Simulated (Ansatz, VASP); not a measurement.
**One calculation of Na, two programs**

```
Na
1.0
     3.67555    0.00000    0.00000
    -1.83777    3.18312    0.00000
     0.00000    0.00000   12.45318
Na
4
Direct
  0.66667 0.33333 0.75000
  0.00000 0.00000 0.50000
  0.33333 0.66667 0.25000
  0.00000 0.00000 0.00000
```

Change from the starting cell: volume scaled by 0.98.

Alike in both runs: task single point; functional PBE; k mesh 8 × 8 × 3; occupations fermi-dirac, width 0.05 eV; no spin polarisation.

|  | VASP | Ansatz |
| --- | --- | --- |
| version | VASP 6.6.1 | Ansatz 0.2.0 |
| potentials or method | VASP PAW PBE potentials, release 64 (Na_pv) | Ansatz PAW |
| plane-wave cutoff (eV) | 520 | 420 |
| valence electrons in the cell | 28 | 36 |

```csv
,VASP,Ansatz,Ansatz less VASP
gap on the k mesh at the Fermi level (eV),none,none,-
pressure (GPa),0.2,0.2,0.00
largest component of the traceless stress (GPa),0.67,0.66,-0.001
```

A gap of «none» marks a metal or a gap that the smearing closes. The functional is the same, so the differences come from potentials, cutoffs and numerics. The two sets of potentials don't hold the same shells in valence.
